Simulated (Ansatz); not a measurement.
## Ta: strain energy, fitted

Ta, Im-3m, a = 3.319 Å. Ansatz: PBE, PAW, 420 eV, Γ-centred 16×16×16 mesh on 2 atoms, Gaussian smearing 0.10 eV; no spin polarisation. Series: uniaxial strain along a, with b, c and atoms relaxed; x is the strain in per cent. y is the free energy over the unstrained cell, V0 = 18.282 Å³/atom.

| x (%) | y (meV/atom) |
| --- | --- |
| -6.0 | ? |
| -4.0 | 13.25 |
| -2.0 | 3.24 |
| 0.0 | 0.00 |
| 2.0 | 2.93 |
| 4.0 | 11.73 |
| 6.0 | 25.85 |

**Question.** Fit y = c2 x² + c3 x³ to the other rows, turn c2 into a modulus, and predict the missing energy.

**Answer.** Least squares on the rows shown. y = 0.78270 x² − 0.010959 x³. In eV per unit strain² c2 is 7.827; this is Young's modulus along the axis (E = ½ Y V0 ε²): 2 × 7.827 × 160.2 / (18.282) = 137 GPa. The unstrained cell keeps some stress along the strain, worth a slope of -0.10 meV/atom per %, which the form leaves out. At x = -6.0 the fit asked for gives 30.54 meV/atom. The run gave 28.98 meV/atom, so the fit is 1.56 meV/atom too high, 5.4 % of the span of the series, against an rms of 0.07 meV/atom on the fitted rows. The row lies outside the fitted range. With a term in x⁴ added, a fit to the same known rows predicts 31.05 meV/atom, further off still.

Spin–orbit coupling is left out, which can shift energies with elements as heavy as these.